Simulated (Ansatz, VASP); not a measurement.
## Two plane-wave programs on P

```
P
1.0
    -1.61180    1.61180    1.61180
     1.61180   -1.61180    1.61180
     1.61180    1.61180   -1.61180
P
1
Direct
  0.00000 0.00000 0.00000
```

The cell was built by a generator and needn't be a form met in nature.

Alike in both runs: task single point; functional PBE; dispersion D3(BJ); k mesh 8 × 8 × 8; occupations gaussian, width 0.05 eV; no spin polarisation.

|  | VASP | Ansatz |
| --- | --- | --- |
| version | VASP 6.6.1 | Ansatz 0.2.0 |
| potentials or method | VASP PAW PBE potentials, release 64 (P) | scalar-relativistic, plane waves, PAW |
| plane-wave cutoff (eV) | 520 | 420 |
| valence electrons in the cell | 5 | 5 |

```csv
,VASP,Ansatz,Ansatz less VASP
gap on the k mesh at the Fermi level (eV),none,none,-
pressure (GPa),-16.1,-16.0,+0.11
```

A gap of «none» marks a metal or a gap that the smearing closes. With one functional, cell and mesh, what is left measures potentials, basis and numerics.

Caveats: so large a pressure means that the cell lies far from this level's equilibrium, or that cutoff or potentials fall short (VASP); pairwise dispersion overbinds metals, which lowers pressure and volume.
